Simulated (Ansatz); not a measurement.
# SnO (P4/nmm) in Ansatz: further runs

One crystal, SnO, is run at these levels: BLYP, r2SCAN; tasks: band structure.

Program: Ansatz 0.2.0. These are calculated values, not measurements. Logs are shortened: lines on timing, memory, paths and dates and some standing lists are left out, and cuts for length are marked.

## (1) The crystal as given

The structure is tetragonal, space group P4/nmm (No. 129). The conventional cell has a = 3.814 Å, b = 3.814 Å, c = 4.887 Å, α = 90.00°, β = 90.00°, γ = 90.00°. Sn (site symmetry 4mm) is surrounded by 4 O at 2.23 Å. O (site symmetry -4m2) is surrounded by 4 Sn at 2.23 Å.

The cell is a database's computed one.

## (2) Band structure, BLYP

input.yaml reads:

```yaml
crystal:
  lattice:
    - [3.81369522, 0.0, 0.0]
    - [0.0, 3.81369522, 0.0]
    - [0.0, 0.0, 4.8869133]
  atoms:
    - { symbol: Sn, position: [0.5, 0.0, 0.76462614] }
    - { symbol: Sn, position: [0.0, 0.5, 0.23537386] }
    - { symbol: O, position: [0.0, 0.0, 0.0] }
    - { symbol: O, position: [0.5, 0.5, 0.0] }
hamiltonian:
  xc: blyp
  pseudopotentials: { kind: paw }
kpoints:
  mp_grid: { grid: [7, 7, 6] }
  band_path:
    path:
      - [[0.0, 0.0, 0.0], [0.0, 0.5, 0.0], [0.5, 0.5, 0.0], [0.0, 0.0, 0.0], [0.0, 0.0, 0.5], [0.0, 0.5, 0.5], [0.5, 0.5, 0.5], [0.0, 0.0, 0.5]]
      - [[0.0, 0.5, 0.0], [0.0, 0.5, 0.5]]
      - [[0.5, 0.5, 0.0], [0.5, 0.5, 0.5]]
    npoints: 14
scf:
  occupations: { method: fermi_dirac, width: 0.05 }
  n_extra_bands: 10
output:
  forces: true
  stress: true
  eigenvalues: true
  fatbands: false
```

Potentials or basis: Ansatz PAW.

Command:

```sh
$ ansatz run input.yaml --threads 2 --pin off --max-ram 5632MiB --backend cpu --events-out ev --progress --plain --runs-dir out
```

The log of the run:

```text
Warning: RAYON_NUM_THREADS=2 ignored (pool sized by the plan → 2); use --threads N
scf.n_extra_bands = 10 over 20 filled bands (N_el = 40.0): the run solves 30 bands
Engine: ansatz 0.2.0, aarch64-unknown-linux-gnu
Pseudopotentials: kind: paw
Pseudopotential: Sn, paw, valence charge 14, recommended cutoff 420 eV (normal), Sn.paw.azcp
Pseudopotential: O, paw, valence charge 6, recommended cutoff 420 eV (normal), O.paw.azcp
Functional definition: BLYP
  parameter beta = 0.0042
  parameter a = 0.04918
  parameter b = 0.132
  parameter c = 0.2533
  parameter d = 0.349
  exchange = b88_x(beta = beta)
  correlation = lyp_c(a = a, b = b, c = c, d = d)
Crystal: 4 atoms, lattice volume = 71.077 Å³
Basis set: ecut = 420 eV, 1409 PW (Γ), exchange–correlation on 54×54×72 points (8 copies of the dense FFT grid, shifted against one another)
Bands: 30, of which v1, the nominal top of the filled ones, is band 20 counted from 1 (19 counted from 0)
Symmetry: 16 space group operations
Space group: P4/nmm (ITA 129), of the structure as read, at distance tolerance 4.1e-5 Å
k-points: 40 of 294
Non-local potential: Sn, projectors of the file, l = 0: 2, l = 1: 2, l = 2: 2, l = 3: 2
Non-local potential: O, projectors of the file, l = 0: 2, l = 1: 2, l = 2: 1
PAW form: soft (Blöchl's): semilocal exchange-correlation on the pseudo side does not see the compensation charge
PAW frozen core: Sn, regenerated for the run's functional, and the local potential with it (the file was generated under x = pbe(κ = 0.804, μ = 0.2195149727645171), c = pbe(β = 0.06672455060314922))
PAW frozen core: O, regenerated for the run's functional, and the local potential with it (the file was generated under x = pbe(κ = 0.804, μ = 0.2195149727645171), c = pbe(β = 0.06672455060314922))
PAW one-centre angular grid: Sn, 590 points (default); XC on 64 Gauss nodes
PAW one-centre angular grid: O, 110 points (default); XC on 64 Gauss nodes
Initial density: superposition of atomic densities (neutral atoms: chi_scale 0, normalization atom), corrected by the library's trained network
Initial wavefunctions: pseudopotential atomic-orbital guess
Functional: x = b88, c = lyp
SCF iter   1: F=—  HF=-13220.032301 eV  |F-HF|=—  |Δ(HF+E_count)|=         —  Δρ=1.72e-2  dr2=1.80e-1  ethr=1.77e-3  ⟨swp⟩=6.5  Hψ=5767  notcnv=0  defer=28
preconditioner: auto → Resta (q_TF=auto, 2.479 Å⁻¹)  ε∞=2.7  [insulator: Δε(μ)=0.706 eV  Ē_g=21.540 eV  σ=0.050 eV  W_gap=1.00  n_scr=18 (ndim 8)  ℏωp=27.9 eV  f_vac=0.021  D(μ)=0.00/eV (n_scr^D=0)  ε∞_Penn≈2.7]
SCF iter   2: F=—  HF=-13219.996710 eV  |F-HF|=—  |Δ(HF+E_count)|=   3.56e-2  Δρ=7.23e-3  dr2=3.09e-2  ethr=4.50e-4  ⟨swp⟩=2.0  Hψ=2149  notcnv=0  defer=116
SCF iter   3: F=—  HF=-13219.990539 eV  |F-HF|=—  |Δ(HF+E_count)|=   6.17e-3  Δρ=1.91e-3  dr2=2.00e-3  ethr=7.74e-5  ⟨swp⟩=2.0  Hψ=1605  notcnv=0  defer=116
SCF iter   4: F=—  HF=-13219.990717 eV  |F-HF|=—  |Δ(HF+E_count)|=   1.78e-4  Δρ=2.25e-4  dr2=4.15e-5  ethr=5.01e-6  ⟨swp⟩=2.2  Hψ=1390  notcnv=0  defer=116
SCF iter   5: F=—  HF=-13219.990707 eV  |F-HF|=—  |Δ(HF+E_count)|=   9.84e-6  Δρ=6.75e-5  dr2=2.36e-6  ethr=1.04e-7  ⟨swp⟩=2.0  Hψ=1871  notcnv=0  defer=116
SCF iter   6: F=—  HF=-13219.990711 eV  |F-HF|=—  |Δ(HF+E_count)|=   3.54e-6  Δρ=1.58e-5  dr2=1.43e-7  ethr=5.89e-9  ⟨swp⟩=2.4  Hψ=1725  notcnv=0  defer=116
SCF iter   7: F=-13219.990711 eV  HF=-13219.990711 eV  |F-HF|=1.69e-8  |Δ(HF+E_count)|=   3.31e-7  Δρ=3.65e-6  dr2=7.42e-9  ethr=2.50e-10  ⟨swp⟩=10.2  Hψ=6043  notcnv=0
SCF 1 converged in 7 iterations: F = -13219.990711 eV  dr2 = 7.42e-9
NSCF: frozen V_eff on 129 k-points
SCF converged after 7 iterations
Free energy (F): -13219.990711 eV
Harris-Foulkes:  -13219.990711 eV  (|F-HF|=1.69e-8)
Internal energy: -13219.990665 eV  (E = F + TS)
E sigma→0 (E₀):  -13219.990688 eV
Entropy (-TS):   -0.000046 eV (-0.012 meV/atom)
Fermi energy:    10.352504 eV
--- Per-component energies (eV) ---
  E_band       = -176.415186
  E_kinetic    = 727.688589
  E_local      = -2726.981414  (includes V_loc(G=0)·N_el)
  E_nonlocal   = 32.672221
  E_hartree    = 1471.254214
  E_xc         = -907.541934
  E_vxc        = -375.966975  (∫ρ·V_xc dr)
  E_paw        = -8631.481770  (= ΣΔE_a)
  E_vpaw       = -776.343398  (= ΣTr[D̂ρ^β])
  E_aug_tail   = 0.004959  (compensation charges beyond the density's cutoff)
  E_ewald      = -3185.358485
  E_core_change = -0.247045  (= ΣΔE_core)
  E_smearing   = -0.000046  (= −TS)
  E_closure    = -0.000000  (closes the sum)
  Σ components = -13219.990711   (vs F -13219.990711, Δ=0.00e0)
--- Forces (eV/Å), atoms counted from 1 ---
  atom   1  Sn     0.00000000     0.00000000    -0.54118863
  atom   2  Sn     0.00000000     0.00000000     0.54118863
  atom   3  O      0.00000000     0.00000000     0.00000000
  atom   4  O      0.00000000     0.00000000     0.00000000
  max |Σ_I F_I| component: 0.00e0 eV/Å
--- Stress (GPa, compression-positive) ---
        8.686071       0.000000       0.000000
        0.000000       8.686071       0.000000
        0.000000       0.000000       6.975802
  P = ⅓ Tr σ = 8.1160 GPa (81.160 kbar)
--- Band table (eV; the first three rows and the last of 40) ---
  k-point 0: bands = ["-11.8470", "-11.4245", "-11.4186", "-11.4186", "-11.3823", "-11.3662", "-11.3296", "-11.3187", "-11.2977", "-11.2977", "-9.9399", "-7.3337", "2.4892", "3.5277", "3.9873", "3.9873", "6.7117", "7.0015", "7.0015", "10.0690", "12.3105", "14.4951", "14.8665", "14.8665", "15.8001", "15.8001", "17.1202", "17.7116", "21.2492", "22.8132"]
  k-point 1: bands = ["-11.8434", "-11.4281", "-11.4128", "-11.4128", "-11.3795", "-11.3630", "-11.3324", "-11.3217", "-11.3041", "-11.3041", "-9.9316", "-7.3338", "1.8788", "4.0130", "4.0130", "4.4088", "6.6978", "6.9978", "6.9978", "9.7981", "12.0630", "14.1501", "14.1501", "14.5314", "16.6638", "16.6638", "17.1266", "17.9155", "22.1709", "22.8832"]
  k-point 2: bands = ["-11.8361", "-11.4355", "-11.3985", "-11.3985", "-11.3725", "-11.3545", "-11.3394", "-11.3299", "-11.3198", "-11.3198", "-9.9150", "-7.3341", "1.2730", "4.0653", "4.0653", "5.7917", "6.6693", "6.9889", "6.9889", "8.8959", "11.9132", "13.4463", "13.4463", "14.1730", "17.6896", "17.6896", "17.7305", "18.3943", "23.0099", "23.0498"]
  k-point 39: bands = ["-11.7548", "-11.7395", "-11.3950", "-11.3902", "-11.3669", "-11.3652", "-11.3267", "-11.3257", "-11.2966", "-11.2960", "-8.3104", "-8.1774", "1.2908", "1.4388", "4.4198", "4.7340", "7.4171", "7.5221", "7.6204", "7.6289", "12.6641", "12.8313", "13.6610", "14.3748", "15.7575", "16.3345", "20.2103", "20.2702", "23.2096", "23.6500"]
```

Wall time 5.6 s (2 threads of Arm Neoverse V1, shared host); peak memory 0.38 GiB.

What came out:

```yaml
Free_energy: -13219.9907 eV
Pressure: 8.1 GPa
Largest_force: 0.541 eV/Å
Band_gap_on_the_k_mesh: 0.59 eV, indirect (least direct gap 2.24 eV)
Band_gap_along_the_path: 0.37 eV, indirect (least direct gap 2.22 eV)
```

Forces in eV/Å, atoms in the order of the input:
```
Sn   0.000  0.000 -0.541
Sn   0.000  0.000  0.541
O    0.000  0.000  0.000
O    0.000  0.000  0.000
```

Levels at the corners of the path, in eV from the valence-band top:
```
point  band 16  band 17  band 18  band 19  band 20  band 21  band 22  band 23  band 24  band 25
    Γ    -6.08    -3.36    -3.07    -3.07     0.00     2.24     4.43     4.80     4.80     5.73
    X    -4.85    -4.69    -4.69    -2.59    -2.59     3.25     3.25     5.94     5.94     6.05
    M    -5.00    -2.41    -2.41    -1.92    -1.92     0.37     0.37     4.76     4.76     7.18
    Γ    -6.08    -3.36    -3.07    -3.07     0.00     2.24     4.43     4.80     4.80     5.73
    Z    -3.42    -3.21    -3.09    -3.09    -2.12     1.88     3.12     3.12     3.83     8.05
    R    -5.27    -4.66    -4.66    -1.70    -1.70     2.69     2.69     5.51     5.51     6.67
    A    -5.41    -2.62    -2.62    -2.41    -2.41     2.56     2.56     4.09     4.09     5.76
    Z    -3.42    -3.21    -3.09    -3.09    -2.12     1.88     3.12     3.12     3.83     8.05
    X    -4.85    -4.69    -4.69    -2.59    -2.59     3.25     3.25     5.94     5.94     6.05
    R    -5.27    -4.66    -4.66    -1.70    -1.70     2.69     2.69     5.51     5.51     6.67
    M    -5.00    -2.41    -2.41    -1.92    -1.92     0.37     0.37     4.76     4.76     7.18
    A    -5.41    -2.62    -2.62    -2.41    -2.41     2.56     2.56     4.09     4.09     5.76
```

Caveat: the k mesh misses the band edges, so the gap on the mesh is wider than the one along the path; the pressure holds a Pulay correction of +0.6 GPa for the finite cutoff; spin-orbit coupling is left out, which moves the levels of the heavy elements; the PAW data sets come from PBE, with cores solved anew for the run's functional, which leaves a small shift of forces and pressure.

## (3) Band structure, r2SCAN

Changes to input.yaml since step 2:

```diff
@@ -11,3 +11,3 @@
 hamiltonian:
-  xc: blyp
+  xc: r2scan
   pseudopotentials: { kind: paw }
```

Potentials or basis: Ansatz PAW.

Command:

```sh
$ ansatz run input.yaml --threads 2 --pin off --max-ram 5632MiB --backend cpu --events-out ev --progress --plain --runs-dir out
```

The log of the run:

```text
Warning: RAYON_NUM_THREADS=2 ignored (pool sized by the plan → 2); use --threads N
scf.n_extra_bands = 10 over 20 filled bands (N_el = 40.0): the run solves 30 bands
Engine: ansatz 0.2.0, aarch64-unknown-linux-gnu
Pseudopotentials: kind: paw
Pseudopotential: Sn, paw, valence charge 14, recommended cutoff 500 eV (meta_gga), Sn.paw.azcp
Pseudopotential: O, paw, valence charge 6, recommended cutoff 500 eV (meta_gga), O.paw.azcp
Functional definition: r2SCAN
  parameter k0 = 0.174
  parameter k1 = 0.065
  parameter a1 = 4.9479
  exchange = r2scan_x(k0 = k0, k1 = k1, a1 = a1)
  correlation = r2scan_c
Crystal: 4 atoms, lattice volume = 71.077 Å³
Basis set: ecut = 500 eV, 1801 PW (Γ), exchange–correlation on 120×120×144 points (64 copies of the dense FFT grid, shifted against one another)
Bands: 30, of which v1, the nominal top of the filled ones, is band 20 counted from 1 (19 counted from 0)
Symmetry: 16 space group operations
Space group: P4/nmm (ITA 129), of the structure as read, at distance tolerance 4.1e-5 Å
k-points: 40 of 294
Non-local potential: Sn, projectors of the file, l = 0: 2, l = 1: 2, l = 2: 2, l = 3: 2
[... 28 lines left out ...]
  E_band       = -220.628346
  E_kinetic    = 725.718607
  E_local      = -2721.022568  (includes V_loc(G=0)·N_el)
  E_nonlocal   = 29.953404
  E_hartree    = 1470.050669
  E_xc         = -896.520449
  E_vxc        = -419.918236  (∫ρ·V_xc dr)
  E_paw        = -8638.920671  (= ΣΔE_a)
  E_vpaw       = -801.835419  (= ΣTr[D̂ρ^β])
  E_aug_tail   = 0.001994  (compensation charges beyond the density's cutoff)
  E_vtau       = 26.375182  (kinetic-family band-sum trace: ∫τ·v_τ [+ j·A + Jᵃ·Aᵃ] dr)
  E_ewald      = -3185.358485
  E_core_change = 1.406758  (= ΣΔE_core)
  E_smearing   = -0.000080  (= −TS)
  E_closure    = -0.000000  (closes the sum)
  Σ components = -13214.690822   (vs F -13214.690822, Δ=0.00e0)
--- Forces (eV/Å), atoms counted from 1 ---
  atom   1  Sn     0.00000000     0.00000000     0.13024993
  atom   2  Sn     0.00000000     0.00000000    -0.13024993
  atom   3  O      0.00000000     0.00000000    -0.00000000
  atom   4  O      0.00000000     0.00000000     0.00000000
  max |Σ_I F_I| component: 0.00e0 eV/Å
--- Stress (GPa, compression-positive) ---
       -0.519083       0.000000       0.000000
        0.000000      -0.519083       0.000000
        0.000000       0.000000      -0.334085
  P = ⅓ Tr σ = -0.4574 GPa (-4.574 kbar)
--- Band table (eV; the first three rows and the last of 40) ---
  k-point 0: bands = ["-13.2176", "-12.6853", "-12.6722", "-12.6722", "-12.6438", "-12.6133", "-12.5907", "-12.5867", "-12.5473", "-12.5473", "-11.7310", "-9.0778", "1.8005", "2.8265", "3.1079", "3.1079", "5.9140", "6.2205", "6.2205", "9.7440", "12.1495", "14.2954", "14.6631", "14.6631", "15.7779", "15.7779", "16.8182", "17.4923", "21.0142", "22.7734"]
  k-point 1: bands = ["-13.2140", "-12.6891", "-12.6660", "-12.6660", "-12.6409", "-12.6130", "-12.5936", "-12.5878", "-12.5542", "-12.5542", "-11.7224", "-9.0779", "1.1438", "3.1332", "3.1332", "3.7770", "5.8992", "6.2172", "6.2172", "9.4456", "11.8600", "13.9420", "13.9420", "14.3610", "16.6686", "16.6686", "16.7999", "17.7069", "22.0054", "22.8427"]
  k-point 2: bands = ["-13.2065", "-12.6968", "-12.6504", "-12.6504", "-12.6335", "-12.6119", "-12.6010", "-12.5903", "-12.5712", "-12.5712", "-11.7052", "-9.0780", "0.5082", "3.1849", "3.1849", "5.2695", "5.8699", "6.2098", "6.2098", "8.4388", "11.7140", "13.2102", "13.2102", "13.9181", "17.4820", "17.7760", "17.7760", "18.2121", "22.9107", "23.0059"]
  k-point 39: bands = ["-13.1226", "-13.1061", "-12.6558", "-12.6516", "-12.6262", "-12.6239", "-12.5792", "-12.5787", "-12.5430", "-12.5424", "-10.0430", "-9.9132", "0.5199", "0.6660", "3.6075", "3.9252", "6.6461", "6.8628", "6.9749", "7.0488", "12.2947", "12.4849", "13.4819", "14.2681", "15.6186", "16.2772", "20.1394", "20.1860", "23.1784", "23.6647"]
```

Wall time 12 s (2 threads of Arm Neoverse V1, shared host); peak memory 0.52 GiB.

What came out:

| Property | Result |
| --- | --- |
| Free energy | -13214.6908 eV |
| Pressure | -0.5 GPa |
| Largest force | 0.130 eV/Å |
| Band gap on the k mesh | 0.50 eV, indirect (least direct gap 2.41 eV) |
| Band gap along the path | 0.28 eV, indirect (least direct gap 2.37 eV) |

Forces on the atoms (eV/Å):
```
Sn   0.000  0.000  0.130
Sn   0.000  0.000 -0.130
O    0.000  0.000  0.000
O    0.000  0.000  0.000
```

Stress tensor (GPa, compression positive):
```
-0.52  0.00  0.00
 0.00 -0.52  0.00
 0.00  0.00 -0.33
```

Levels at the corners of the path, in eV from the valence-band top:
| point | band 16 | band 17 | band 18 | band 19 | band 20 | band 21 | band 22 | band 23 | band 24 | band 25 |
| --- | --- | --- | --- | --- | --- | --- | --- | --- | --- | --- |
| Γ | -6.64 | -3.83 | -3.52 | -3.52 | 0.00 | 2.41 | 4.55 | 4.92 | 4.92 | 6.03 |
| X | -5.35 | -5.20 | -5.20 | -2.91 | -2.91 | 3.43 | 3.43 | 6.21 | 6.21 | 6.30 |
| M | -5.49 | -2.85 | -2.85 | -2.10 | -2.10 | 0.28 | 0.28 | 4.78 | 4.78 | 7.57 |
| Γ | -6.64 | -3.83 | -3.52 | -3.52 | 0.00 | 2.41 | 4.55 | 4.92 | 4.92 | 6.03 |
| Z | -3.89 | -3.54 | -3.54 | -3.17 | -2.50 | 2.04 | 3.20 | 3.20 | 3.83 | 8.33 |
| R | -5.78 | -5.17 | -5.17 | -1.98 | -1.98 | 2.76 | 2.76 | 5.72 | 5.72 | 7.03 |
| A | -5.89 | -2.85 | -2.85 | -2.85 | -2.85 | 2.52 | 2.52 | 4.30 | 4.30 | 5.95 |
| Z | -3.89 | -3.54 | -3.54 | -3.17 | -2.50 | 2.04 | 3.20 | 3.20 | 3.83 | 8.33 |
| X | -5.35 | -5.20 | -5.20 | -2.91 | -2.91 | 3.43 | 3.43 | 6.21 | 6.21 | 6.30 |
| R | -5.78 | -5.17 | -5.17 | -1.98 | -1.98 | 2.76 | 2.76 | 5.72 | 5.72 | 7.03 |
| M | -5.49 | -2.85 | -2.85 | -2.10 | -2.10 | 0.28 | 0.28 | 4.78 | 4.78 | 7.57 |
| A | -5.89 | -2.85 | -2.85 | -2.85 | -2.85 | 2.52 | 2.52 | 4.30 | 4.30 | 5.95 |

Caveat: the k mesh misses the band edges, so the gap on the mesh is wider than the one along the path; spin-orbit coupling is left out, which moves the levels of the heavy elements; the PAW data sets come from PBE, with cores solved anew for the run's functional, which leaves a small shift of forces and pressure. r2SCAN opens gaps a little over a GGA but as a rule still falls short of measured ones.
